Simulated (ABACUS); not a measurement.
# Ge (Fd-3m) in ABACUS: further runs, part 2 of 2

ABACUS 3.10.1. Earlier steps stand in the parts before.

### Step 3. Single point, revPBE

Input file run_abacus.py:

```python
"""ABACUS run from a structure file: ASE reads it, the script writes STRU, KPT and INPUT."""
import re
import subprocess
import spglib
from ase import Atoms
from ase.io import read
from ase.units import Bohr

atoms = read("Ge.cif")
cell, frac, numbers = spglib.standardize_cell((atoms.cell[:], atoms.get_scaled_positions(), atoms.numbers), to_primitive=True, symprec=1e-4)
atoms = Atoms(numbers=numbers, cell=cell, scaled_positions=frac, pbc=True)  # the primitive cell
atoms = atoms[(-atoms.numbers).argsort(kind="stable")]  # ABACUS lists atoms element by element
pseudo = {'Ge': 'Ge.upf'}
orbital = {}
magmoms = None
kmesh = [6, 6, 6]
params = {
    'suffix': 'Ge',
    'calculation': 'scf',
    'basis_type': 'pw',
    'pseudo_dir': './',
    'symmetry': 1,
    'dft_functional': 'revpbe',
    'ecutwfc': 124,
    'pseudo_rcut': 7,
    'nspin': 1,
    'nbands': 33,
    'ks_solver': 'dav',
    'smearing_method': 'fd',
    'smearing_sigma': 0.00367493,
    'scf_thr': 1e-08,
    'scf_nmax': 100,
    'mixing_type': 'broyden',
    'mixing_beta': 0.7,
    'cal_force': 1,
    'cal_stress': 1,
    'out_chg': 1,
    'kpar': 4,
}

symbols = atoms.get_chemical_symbols()
elements = list(dict.fromkeys(symbols))
lines = ["ATOMIC_SPECIES"] + [f"{e} {atoms.get_masses()[symbols.index(e)]:.4f} {pseudo[e]}" for e in elements]
if orbital:
    lines += ["", "NUMERICAL_ORBITAL"] + [orbital[e] for e in elements]
lines += ["", "LATTICE_CONSTANT", f"{1 / Bohr:.10f}", "", "LATTICE_VECTORS"]
lines += [" ".join(f"{x:.10f}" for x in v) for v in atoms.cell]
lines += ["", "ATOMIC_POSITIONS", "Direct"]
for e in elements:
    lines += ["", e, "0.0", str(symbols.count(e))]
    for i, p in enumerate(atoms.get_scaled_positions(wrap=False)):
        if symbols[i] == e:
            mag = "" if magmoms is None else " mag " + " ".join(str(x) for x in (magmoms[i] if isinstance(magmoms[i], list) else [magmoms[i]]))
            lines.append(" ".join(f"{x:.10f}" for x in p) + " 1 1 1" + mag)
open("STRU", "w").write("\n".join(lines) + "\n")
open("KPT", "w").write("K_POINTS\n0\nGamma\n%d %d %d 0 0 0\n" % tuple(kmesh))
open("INPUT", "w").write("INPUT_PARAMETERS\n" + "".join(f"{k:<20s}{v}\n" for k, v in params.items()))

done = subprocess.run(['mpirun', '-np', '4', 'abacus'])
if done.returncode:
    raise SystemExit(done.returncode)
log = open("OUT.Ge/running_scf.log").read()
print("final energy (eV):", re.findall(r"FINAL_ETOT_IS (\S+)", log))
```

Input file Ge.cif:

```cif
data_Ge
_cell_length_a 5.65782000
_cell_length_b 5.65782000
_cell_length_c 5.65782000
_cell_angle_alpha 90.00000000
_cell_angle_beta 90.00000000
_cell_angle_gamma 90.00000000
_space_group_name_H-M_alt 'Fd-3m'
_space_group_name_Hall 'F 4d 2 3 -1d'
_space_group_IT_number 227
loop_
_space_group_symop_operation_xyz
'x,y,z'
'-y+1/4,x+1/4,z+1/4'
'-x,-y+1/2,z+1/2'
'y+3/4,-x+1/4,z+3/4'
'x,-y,-z'
'-y+1/4,-x+3/4,-z+3/4'
'-x,y+1/2,-z+1/2'
'y+3/4,x+3/4,-z+1/4'
'z,x,y'
'z+1/4,-y+1/4,x+1/4'
'z+1/2,-x,-y+1/2'
'z+3/4,y+3/4,-x+1/4'
'-z,x,-y'
'-z+3/4,-y+1/4,-x+3/4'
'-z+1/2,-x,y+1/2'
'-z+1/4,y+3/4,x+3/4'
'y,z,x'
'x+1/4,z+1/4,-y+1/4'
'-y+1/2,z+1/2,-x'
'-x+1/4,z+3/4,y+3/4'
'-y,-z,x'
'-x+3/4,-z+3/4,-y+1/4'
'y+1/2,-z+1/2,-x'
'x+3/4,-z+1/4,y+3/4'
'-x+1/4,-y+1/4,-z+1/4'
'y,-x,-z'
'x+1/4,y+3/4,-z+3/4'
'-y+1/2,x,-z+1/2'
'-x+1/4,y+1/4,z+1/4'
'y,x+1/2,z+1/2'
'x+1/4,-y+3/4,z+3/4'
'-y+1/2,-x+1/2,z'
'-z+1/4,-x+1/4,-y+1/4'
'-z,y,-x'
'-z+3/4,x+1/4,y+3/4'
'-z+1/2,-y+1/2,x'
'z+1/4,-x+1/4,y+1/4'
'z+1/2,y,x+1/2'
'z+3/4,x+1/4,-y+3/4'
'z,-y+1/2,-x+1/2'
'-y+1/4,-z+1/4,-x+1/4'
[... 89 lines left out ...]
'-z+1/4,x+1/4,y+1/4'
'-z,-y+1/2,x+1/2'
'z+3/4,-x+1/4,y+3/4'
'z,y,x'
'z+1/4,x+1/4,-y+1/4'
'z+1/2,-y+1/2,-x'
'-y+3/4,-z+1/4,-x+3/4'
'-x+1/2,-z,y+1/2'
'y+1/4,-z+3/4,x+3/4'
'x+1/2,-z+1/2,-y'
'y+3/4,z+1/4,-x+3/4'
'x,z+1/2,y+1/2'
'-y+1/4,z+3/4,x+3/4'
'-x,z,-y'
'x+1/2,y+1/2,z'
'-y+3/4,x+3/4,z+1/4'
'-x+1/2,-y,z+1/2'
'y+1/4,-x+3/4,z+3/4'
'x+1/2,-y+1/2,-z'
'-y+3/4,-x+1/4,-z+3/4'
'-x+1/2,y,-z+1/2'
'y+1/4,x+1/4,-z+1/4'
'z+1/2,x+1/2,y'
'z+3/4,-y+3/4,x+1/4'
'z,-x+1/2,-y+1/2'
'z+1/4,y+1/4,-x+1/4'
'-z+1/2,x+1/2,-y'
'-z+1/4,-y+3/4,-x+3/4'
'-z,-x+1/2,y+1/2'
'-z+3/4,y+1/4,x+3/4'
'y+1/2,z+1/2,x'
'x+3/4,z+3/4,-y+1/4'
'-y,z,-x'
'-x+3/4,z+1/4,y+3/4'
'-y+1/2,-z+1/2,x'
'-x+1/4,-z+1/4,-y+1/4'
'y,-z,-x'
'x+1/4,-z+3/4,y+3/4'
'-x+3/4,-y+3/4,-z+1/4'
'y+1/2,-x+1/2,-z'
'x+3/4,y+1/4,-z+3/4'
'-y,x+1/2,-z+1/2'
'-x+3/4,y+3/4,z+1/4'
'y+1/2,x,z+1/2'
'x+3/4,-y+1/4,z+3/4'
'-y,-x,z'
'-z+3/4,-x+3/4,-y+1/4'
'-z+1/2,y+1/2,-x'
'-z+1/4,x+3/4,y+3/4'
'-z,-y,x'
'z+3/4,-x+3/4,y+1/4'
'z,y+1/2,x+1/2'
'z+1/4,x+3/4,-y+3/4'
'z+1/2,-y,-x+1/2'
'-y+3/4,-z+3/4,-x+1/4'
'-x+1/2,-z+1/2,y'
'y+1/4,-z+1/4,x+1/4'
'x+1/2,-z,-y+1/2'
'y+3/4,z+3/4,-x+1/4'
'x,z,y'
'-y+1/4,z+1/4,x+1/4'
'-x,z+1/2,-y+1/2'
loop_
_atom_site_label
_atom_site_type_symbol
_atom_site_symmetry_multiplicity
_atom_site_Wyckoff_symbol
_atom_site_fract_x
_atom_site_fract_y
_atom_site_fract_z
_atom_site_occupancy
Ge1 Ge 8 a 0.2500000000 0.2500000000 0.2500000000 1
```

Potentials or basis: PseudoDojo NC SR 0.5 PBE stringent, plane waves.

Command:

```sh
OMP_NUM_THREADS=1 python run_abacus.py > log
```

It took 44 s on 4 MPI ranks of Intel Xeon Platinum 8259CL at 2.50GHz (Skylake/Cascade Lake), shared host; peak memory 0.68 GiB.

Results (log left out):

- Free energy: -15221.7540 eV
- Pressure: 5.1 GPa
- Band gap on the k mesh: 0.16 eV, direct

Levels at points of the mesh, in eV from the valence-band top:
```csv
k point,band 19,band 20,band 21,band 22,band 23,band 24,band 25,band 26
"(0.00, 0.00, 0.00)",-12.74,0.00,0.00,0.00,0.16,2.55,2.55,2.55
"(0.50, 0.50, 0.50)",-10.65,-7.56,-1.41,-1.41,0.26,3.75,3.75,7.24
"(0.50, 0.50, 0.00)",-8.85,-8.85,-3.07,-3.07,0.80,0.80,9.55,9.55
```

Caveat: the potentials were made for another functional, which shifts forces and pressure.

### Step 4. Relaxation of cell and atoms, revPBE

Input file INPUT:

```
INPUT_PARAMETERS
suffix              Ge
calculation         cell-relax
basis_type          pw
pseudo_dir          ./
symmetry            1
dft_functional      revpbe
ecutwfc             124
pseudo_rcut         7
nspin               1
nbands              27
ks_solver           dav
smearing_method     fd
smearing_sigma      0.00367493
scf_thr             1e-08
scf_nmax            100
mixing_type         broyden
mixing_beta         0.7
cal_force           1
cal_stress          1
relax_nmax          60
force_thr_ev        0.005
relax_method        cg
out_stru            1
stress_thr          0.2
kpar                4
```

Input file STRU:

```
ATOMIC_SPECIES
Ge 72.6300 Ge.upf

LATTICE_CONSTANT
1.8897261246

LATTICE_VECTORS
0.0000000000 2.8289100000 2.8289100000
2.8289100000 0.0000000000 2.8289100000
2.8289100000 2.8289100000 0.0000000000

ATOMIC_POSITIONS
Cartesian

Ge
0.0
2
4.2433650000 4.2433650000 4.2433650000 1 1 1
2.8289100000 2.8289100000 2.8289100000 1 1 1
```

Input file KPT:

```
K_POINTS
0
Gamma
6 6 6 0 0 0
```

Command:

```sh
OMP_NUM_THREADS=1 mpirun -np 4 abacus > log
```

Run time: 3.5 min. Hardware: 4 MPI ranks of Intel Xeon Platinum 8259CL at 2.50GHz (Skylake/Cascade Lake), shared host; peak memory 0.6 GiB.

It converged, with:

- Free energy: -15221.8080 eV
- Relaxed volume: 24.39 Å³/atom
- Relaxed cell: a = 4.101 Å, b = 4.101 Å, c = 4.101 Å, α = 60.00°, β = 60.00°, γ = 60.00°
- Space group after relaxing (to 0.05 Å): Fd-3m (No. 227)
- Energy gained by relaxing: 27.0 meV/atom
- Ionic steps: 10
- Pressure after relaxing: 0.0 GPa
- Band gap on the k mesh: none (metal or under the smearing width)

The path:
```
step  energy change (eV)  largest force (eV/Å)  pressure (GPa)  volume (Å³)
   1              0.0000                0.0000            5.09        45.28
   2             -0.0454                0.0000           -1.83        50.35
   3             -0.0541                0.0000            0.02        48.82
   4             -0.0541                0.0000           -0.03        48.84
   5             -0.0541                0.0000           -0.03        48.81
   6             -0.0540                0.0000            0.17        48.72
   7             -0.0540                0.0000            0.12        48.73
   8             -0.0541                0.0000            0.14        48.75
   9             -0.0541                0.0000            0.13        48.76
  10             -0.0541                0.0000            0.02        48.78
```

Final structure:
```cif
data_structure
_symmetry_space_group_name_H-M 'P 1'
_symmetry_Int_Tables_number 1
_cell_length_a 4.1014
_cell_length_b 4.1014
_cell_length_c 4.1014
_cell_angle_alpha 60.000
_cell_angle_beta 60.000
_cell_angle_gamma 60.000
_cell_volume 48.78
loop_
_atom_site_label
_atom_site_type_symbol
_atom_site_fract_x
_atom_site_fract_y
_atom_site_fract_z
_atom_site_occupancy
Ge1 Ge 0.75000 0.75000 0.75000 1
Ge2 Ge 0.50000 0.50000 0.50000 1
```

Levels at points of the mesh, in eV from the Fermi level:
| k point | band 18 | band 19 | band 20 | band 21 | band 22 | band 23 | band 24 |
| --- | --- | --- | --- | --- | --- | --- | --- |
| (0.00, 0.00, 0.00) | -24.53 | -12.17 | -0.48 | 0.02 | 0.02 | 0.02 | 2.54 |
| (0.50, 0.50, 0.50) | -24.50 | -10.25 | -7.22 | -1.27 | -1.27 | 0.07 | 3.73 |
| (0.50, 0.50, 0.00) | -24.49 | -8.56 | -8.56 | -2.80 | -2.80 | 0.92 | 0.92 |

Caveat: the potentials were made for another functional, which shifts forces and pressure; this crystal is a semiconductor, whose small gap the functional closes, so the metal is an error of the method. Zero-point motion and thermal expansion aren't in these numbers.

### Step 5. Overview

| task | level | potentials or basis | cell | cutoff (eV) | radial cutoff of the potentials (pseudo_rcut) | max steps of the relaxation | force threshold | optimiser | stress threshold | gap on the mesh (eV) | pressure (GPa) |
| --- | --- | --- | --- | --- | --- | --- | --- | --- | --- | --- | --- |
| single point | HCTH407 | GBRV ultrasoft 1.5 PBE, plane waves | as given | 544 | 10 bohr | - | - | - | - | 0.15 | 4.6 |
| single point | revPBE | PseudoDojo NC SR 0.5 PBE stringent, plane waves | as given | 1687 | 7 bohr | - | - | - | - | 0.16 | 5.1 |
| relaxation of cell and atoms | revPBE | PseudoDojo NC SR 0.5 PBE stringent, plane waves | relaxed | 1687 | 7 bohr | 60 | 0.005 eV/Å | cg | 0.2 kbar | none | 0.0 |

Alike in all rows: no spin polarisation; k mesh 6 × 6 × 6; smearing fermi-dirac 0.05 eV.

Caveats: the potentials were made for another functional, which shifts forces and pressure; this crystal is a semiconductor, whose small gap the functional closes, so the metal is an error of the method (some runs).

Absolute energies hang on the potentials; compare differences alone.

### Step 6. Comparison with measurements

Step 2. A measured gap of Ge is 0.666 eV (indirect; 293 K; “Electronic and optical properties of SixGe1-x-ySny alloys lattice-matched to Ge”, 2021, arxiv:2109.02782); the calculated 0.15 eV misses it by -0.52 eV. 3 values of this kind are on record (0.666 to 0.807 eV); this one was drawn at random among those near their median. Spin-orbit coupling on Ge is left out. The value is that of HCTH407 on a finite k mesh, which can miss the band edges, without temperature or zero-point motion.

Step 3. Measured gap of Ge: 0.807 eV (direct; 300 K; “Electronic and optical properties of SixGe1-x-ySny alloys lattice-matched to Ge”, 2021, arxiv:2109.02782). This calculation gives 0.16 eV (-0.65 eV). 3 values of this kind are on record (0.666 to 0.807 eV); this one was drawn at random among those near their median. Spin-orbit coupling on Ge is left out. The value is that of revPBE on a finite k mesh, which can miss the band edges, without temperature or zero-point motion. Semilocal functionals fall short of measured gaps as a rule.
